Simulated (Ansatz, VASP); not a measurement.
## V: VASP and Ansatz over several settings

```
V
1.0
    -1.52438    1.52438    1.52438
     1.52438   -1.52438    1.52438
     1.52438    1.52438   -1.52438
V
1
Direct
  0.00000 0.00000 0.00000
```

Change from the starting cell: volume scaled by 1.02.

Single points on this cell with VASP 6.6.1 and Ansatz 0.2.0. Each row is one pair of runs. Alike in all rows: spin: collinear, ferromagnetic start; k mesh: 12 × 12 × 12; smearing: fermi-dirac, width 0.05 eV; VASP's potentials, cutoff: VASP PAW PBE potentials, release 64 (V_sv), 520 eV.

```tsv
level	Ansatz's potentials, cutoff	gap on the k mesh at the Fermi level (eV), VASP	gap on the k mesh at the Fermi level (eV), Ansatz	pressure (GPa), VASP	pressure (GPa), Ansatz	net moment per atom (μB), VASP	net moment per atom (μB), Ansatz
PBE	Ansatz PAW, 420 eV	none	none	-8.2	-8.4	0.00	0.00
PBE	PseudoDojo standard (PBE files), 1143 eV	none	none	-8.2	-8.4	0.00	0.00
PBEsol	Ansatz PAW, 420 eV	none	none	-14.7	-14.9	0.00	0.00
```

Pressure (GPa): the two programs differ by at most 0.18; net moment per atom (μB): the two programs differ by at most 0.

A gap of «none» marks a metal or a gap that the smearing closes.

Caveats: the PAW data sets were made with another functional, which shifts forces and pressure a little (VASP); the starting moments weren't kept (Ansatz); the PAW data sets come from PBE, with cores solved anew for the run's functional, which leaves a small shift of forces and pressure (Ansatz).
